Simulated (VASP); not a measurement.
# CdSe (Cadmoselite): input slips in a relaxation and what they do, part 2 of 2

Some relaxations of CdSe (Cadmoselite) get a fault in the input on purpose. Which of them show, and how? The starting structure is a measured crystal structure from the Crystallography Open Database. The first relaxation on each setting starts from this cell expanded by 3 % in volume.

VASP 6.6.1.

Results so far: reference 28.25 Å³ an atom.

## Step 5: Relaxation with a k mesh far too coarse

Level of this step: PBEsol; plane waves and PAW (Cd, Se) (VASP).

A slip made on purpose: a k mesh far too coarse. Against step 2 the input has a 2×2×2 mesh (also changed: NELM, NCORE and KPAR).

The input, INCAR:

```
SYSTEM = CdSe
PREC = Accurate
ENCUT = 450
EDIFF = 1E-06
NELM = 60
ISMEAR = 0
SIGMA = 0.03
LREAL = .FALSE.
ALGO = Normal
GGA = PS
NBANDS = 24
LORBIT = 11
LWAVE = .FALSE.
LCHARG = .FALSE.
NCORE = 8
IBRION = 2
NSW = 50
ISIF = 3
EDIFFG = -0.006
```

The input, POSCAR:

```
CdSe
1.0
    4.3415671248      0.0000000000      0.0000000000
   -2.1707835624      3.7599074223      0.0000000000
    0.0000000000      0.0000000000      7.0794104547
Cd Se
2 2
Direct
    0.6666666667      0.3333333333      0.5000000000
    0.3333333333      0.6666666667      0.0000000000
    0.6666666667      0.3333333333      0.8767900000
    0.3333333333      0.6666666667      0.3767900000
```

The input, KPOINTS:

```
Automatic mesh
0
Gamma
2 2 2
0 0 0
```

PAW data sets: Cd and Se (PBE family, release 64).

Run with:

```sh
$ mpirun -np 8 vasp_std
```

The log of the run:

```text
[banner, memory and clock lines left out]
running    8 mpi-ranks, on    1 nodes
[...]
[... a notice as in an earlier step ...]

 [... a notice as in an earlier step ...]

 LDA part: xc-table for (Slater+PW92), standard interpolation
 POSCAR, INCAR and KPOINTS ok, starting setup
[...]
entering main loop
       N       E                     dE             d eps       ncg     rms          rms(c)
DAV:   1     0.224323755493E+03    0.22432E+03   -0.15891E+04   192   0.120E+03
DAV:   2    -0.126582042581E+01   -0.22559E+03   -0.21931E+03   240   0.310E+02
DAV:   3    -0.121448861563E+02   -0.10879E+02   -0.10861E+02   208   0.694E+01
DAV:   4    -0.122258551838E+02   -0.80969E-01   -0.80951E-01   248   0.572E+00
[...]
DAV:  12    -0.112121308539E+02    0.29068E-04   -0.12599E-04   232   0.112E-01    0.943E-03
DAV:  13    -0.112121357717E+02   -0.49178E-05   -0.15971E-05   224   0.203E-02    0.645E-03
DAV:  14    -0.112121354232E+02    0.34851E-06   -0.16747E-06   184   0.866E-03
   1 F= -.11212135E+02 E0= -.11212135E+02  d E =-.112121E+02
[... from here on, the cycles between the ionic steps are left out ...]
   2 F= -.11266339E+02 E0= -.11266339E+02  d E =-.542032E-01
   3 F= -.11266457E+02 E0= -.11266457E+02  d E =-.543217E-01
   4 F= -.11269690E+02 E0= -.11269690E+02  d E =-.323333E-02
   5 F= -.11275365E+02 E0= -.11275365E+02  d E =-.890809E-02
   6 F= -.11271204E+02 E0= -.11271204E+02  d E =-.474654E-02
   7 F= -.11276043E+02 E0= -.11276043E+02  d E =-.958631E-02
   8 F= -.11277846E+02 E0= -.11277846E+02  d E =-.180227E-02
   9 F= -.11277916E+02 E0= -.11277916E+02  d E =-.187299E-02
  10 F= -.11277917E+02 E0= -.11277917E+02  d E =-.187356E-02
  11 F= -.11277912E+02 E0= -.11277912E+02  d E =-.186865E-02
  12 F= -.11277944E+02 E0= -.11277944E+02  d E =-.315146E-04
  13 F= -.11277946E+02 E0= -.11277946E+02  d E =-.341725E-04
[...]
reached required accuracy - stopping structural energy minimisation
```

The job ended after 6.8 s (8 MPI ranks of Intel Xeon 6975P-C (Granite Rapids), shared host; peak memory 0.86 GiB).

OUTCAR, selected parts (step 5):

```text
  Total        0.0025528      0.0025528     -0.0092099      0.0000000      0.0000000      0.0000000
  in kB        0.0348733      0.0348733     -0.1258132      0.0000000      0.0000000      0.0000000
  external PRESSURE =      -0.0186889 kB  Pullay stress =       0.0000000 kB

 POSITION                                       TOTAL-FORCE (eV/Angst)
 -----------------------------------------------------------------------------------
      2.23643      1.29120      3.35980        -0.000000      0.000000      0.005265
     -0.00000      2.58241      6.74439         0.000000      0.000000      0.005265
      2.23643      1.29120      5.95996         0.000000     -0.000000     -0.005265
     -0.00000      2.58241      2.57536        -0.000000      0.000000     -0.005265
 -----------------------------------------------------------------------------------
    total drift:                               -0.000000     -0.000000     -0.000545

  FREE ENERGIE OF THE ION-ELECTRON SYSTEM (eV)
  ---------------------------------------------------
  free  energy   TOTEN  =       -11.2779462647 eV

  energy  without entropy=      -11.2779462647  energy(sigma->0) =      -11.27794626

[... 1 part as in an earlier step ...]

[... 3 further parts left out ...]
[key lines of the parts left out:]
E-fermi :   0.8013
```

Logs of long relaxations may skip ionic steps without a mark.

With a k mesh far too coarse the cell ends at 29.321 Å³ an atom, +3.80 % from the reference, a by +3.8 % and c by -3.7 %.

## Step 6: Relaxation with a smearing far too wide

A slip made on purpose: a smearing far too wide. Against step 2 the input has SIGMA = 2 (also changed: NELM).

INCAR: that of step 5 with these lines changed.

```diff
@@ -6,3 +6,3 @@
 ISMEAR = 0
-SIGMA = 0.03
+SIGMA = 2
 LREAL = .FALSE.
@@ -14,3 +14,3 @@
 LCHARG = .FALSE.
-NCORE = 8
+KPAR = 8
 IBRION = 2
```

POSCAR is that of step 5.

The input, KPOINTS:

```
Automatic mesh
0
Gamma
6 6 4
0 0 0
```

Run with:

```sh
$ mpirun -np 8 vasp_std
```

The log of the run:

```text
[... set-up lines as in an earlier step ...]
 entering main loop
       N       E                     dE             d eps       ncg     rms          rms(c)
DAV:   1     0.217059047482E+03    0.21706E+03   -0.15927E+04  1008   0.120E+03
DAV:   2    -0.284580689812E+01   -0.21990E+03   -0.21402E+03  1192   0.310E+02
DAV:   3    -0.134281768224E+02   -0.10582E+02   -0.10543E+02  1240   0.687E+01
DAV:   4    -0.135015098579E+02   -0.73333E-01   -0.73309E-01  1144   0.551E+00
[...]
DAV:  11    -0.128422162881E+02   -0.36873E-04   -0.14128E-04  1072   0.952E-02    0.310E-02
DAV:  12    -0.128422041832E+02    0.12105E-04   -0.40124E-05  1224   0.681E-02    0.871E-03
DAV:  13    -0.128422044504E+02   -0.26726E-06   -0.51116E-06  1136   0.109E-02
   1 F= -.12842204E+02 E0= -.11886627E+02  d E =-.128422E+02
[...]
2 F= -.12846058E+02 E0= -.11860055E+02  d E =-.385380E-02
[...]
3 F= -.12846087E+02 E0= -.11862387E+02  d E =-.388250E-02
[...]
4 F= -.12846085E+02 E0= -.11861788E+02  d E =-.388024E-02
[...]
5 F= -.12846100E+02 E0= -.11862907E+02  d E =-.148889E-04
 trial-energy change:   -0.000015  1 .order   -0.000019   -0.000023   -0.000015
 step:   3.0431(harm=  3.0431)  dis= 0.00119  next Energy=   -12.846120 (dE=-0.349E-04)
 reached required accuracy - stopping structural energy minimisation
```

Elapsed: 15 s, on 8 MPI ranks; peak memory 2 GiB; 1.9 min of CPU time.

From OUTCAR (step 6):

```text
  Total       -0.0169287     -0.0169287      0.0007856      0.0000000      0.0000000      0.0000000
  in kB       -0.2311066     -0.2311066      0.0107245      0.0000000      0.0000000      0.0000000
  external PRESSURE =      -0.1504962 kB  Pullay stress =       0.0000000 kB

 POSITION                                       TOTAL-FORCE (eV/Angst)
 -----------------------------------------------------------------------------------
      2.18318      1.26046      3.55598        -0.000000     -0.000000      0.005364
     -0.00000      2.52092      0.00194         0.000000     -0.000000      0.005364
      2.18318      1.26046      6.23037        -0.000000      0.000000     -0.005364
     -0.00000      2.52092      2.67632         0.000000      0.000000     -0.005364
 -----------------------------------------------------------------------------------
    total drift:                               -0.000000     -0.000000     -0.000081

  FREE ENERGIE OF THE ION-ELECTRON SYSTEM (eV)
  ---------------------------------------------------
  free  energy   TOTEN  =       -12.8460995804 eV

  energy  without entropy=      -10.8797139361  energy(sigma->0) =      -11.86290676

[... 2 parts as in an earlier step ...]

[... 2 further parts left out ...]
[key lines of the parts left out:]
E-fermi :   1.6650
```

With a smearing far too wide the cell ends at 29.340 Å³ an atom, +3.87 % from the reference.

## Step 7: The runs compared

| run | ended | volume (Å³/atom) | change (%) | pressure left (GPa) | core minutes |
| --- | --- | --- | --- | --- | --- |
| reference | converged | 28.247 | - | 0.03 | 8.24 |
| a functional's name that the tag doesn't take | stopped by VASP | - | - | - | 0.747 |
| too few ionic steps | not converged | - | - | - | 1.15 |
| a k mesh far too coarse | converged | 29.321 | 3.8 | 0.0 | 0.907 |
| a smearing far too wide | converged | 29.34 | 3.87 | -0.02 | 1.97 |

Core minutes are wall time times ranks, summed over the relaxations behind a row (those for a bulk modulus apart), on shared hosts.

## Step 8: Summary of results

```json
{
  "volume of the reference": "28.25 Å³/atom",
  "volume against the reference, a k mesh far too coarse": "+3.80 %",
  "volume against the reference, a smearing far too wide": "+3.87 %",
  "run with a functional's name that the tag doesn't take": "stopped by VASP",
  "run with too few ionic steps": "not converged"
}
```

What this shows: VASP stopped by itself in the run with a functional's name that the tag doesn't take. The run with too few ionic steps didn't converge. Finished, but with signs in the output that stand out against the reference: a smearing far too wide, with the volume changed by +3.9 % (signs: a large entropy term in the energy). Finished, and of the signs looked for here (warnings, stress, forces, entropy, moments, translations away from zero, imaginary modes) none stands out against the reference by the marks set here, though the cell is off: a k mesh far too coarse, with the volume changed by +3.8 %, a by +3.8 % and c by -3.7 %. The reference was restarted once and the runs with a slip weren't, so their cells may not have settled fully. Further runs on this material are not shown.

[Lines on the potential files, build, host, timing and source positions are cut from VASP's logs without a mark.]

[Logs are printed without paths, hosts, clocks, repeated set-up lines and the standing remarks that a program may print on its own settings, such as how far it seeks lower states.]

[Hosts, paths, dates, database ids (printed as entryN), source tags and the programs' standing remarks are cut or masked in the printed files.]
